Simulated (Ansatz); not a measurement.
Crystal: TaN.

```
CELL_PARAMETERS angstrom
2.93800 0.00000 0.00000
-1.46900 2.54438 0.00000
0.00000 0.00000 2.88300
ATOMIC_POSITIONS crystal
Ta 0.00000 0.00000 0.50000
N 0.66667 0.33333 0.00000
```

| Item | Value |
| --- | --- |
| Program | Ansatz 0.2.0 |
| Task | relaxation of cell and atoms |
| Functional | B3LYP |
| Potentials or basis | Ansatz PAW |
| Cutoff | 420 eV (not typed: the program's choice for these potentials) |
| k mesh | 5 × 5 × 5 |
| Occupations | fermi-dirac, width 0.05 eV |
| Spin | no spin polarisation |

At the start: volume 10.78 Å³/atom.

Task: Where does the relaxation end?

Result: It ends after 7 steps and the volume is 10.99 Å³/atom (+2.0 %); space group P-6m2 (No. 187, to 0.05 Å).

Step by step:
```
step  energy change (eV)  largest force (eV/Å)  volume (Å³)
   1              0.0000                0.0000        21.55
   2             -0.0007                0.0000        22.28
   3             -0.0080                0.0000        22.01
   4             -0.0083                0.0000        21.98
   5             -0.0096                0.0000        21.98
   6             -0.0096                0.0000        21.99
   7             -0.0096                0.0000        21.99
```

Final structure:
```
Ta N
1.0
     2.95853    0.00000    0.00000
    -1.47927    2.56217    0.00000
     0.00000    0.00000    2.90074
Ta N
1 1
Direct
  0.00000 0.00000 0.50000
  0.66667 0.33333 0.00000
```

Caveat: the k mesh is coarse (spacing up to 0.49 Å⁻¹), so the values aren't converged, least of all with exact exchange; the plane-wave basis is chosen anew once the cell has moved, so the energies of steps on either side of that aren't comparable; the pressure holds a Pulay correction of +0.5 GPa for the finite cutoff; the PAW data sets come from PBE, with cores solved anew for the run's functional, which leaves a small shift of forces and pressure.
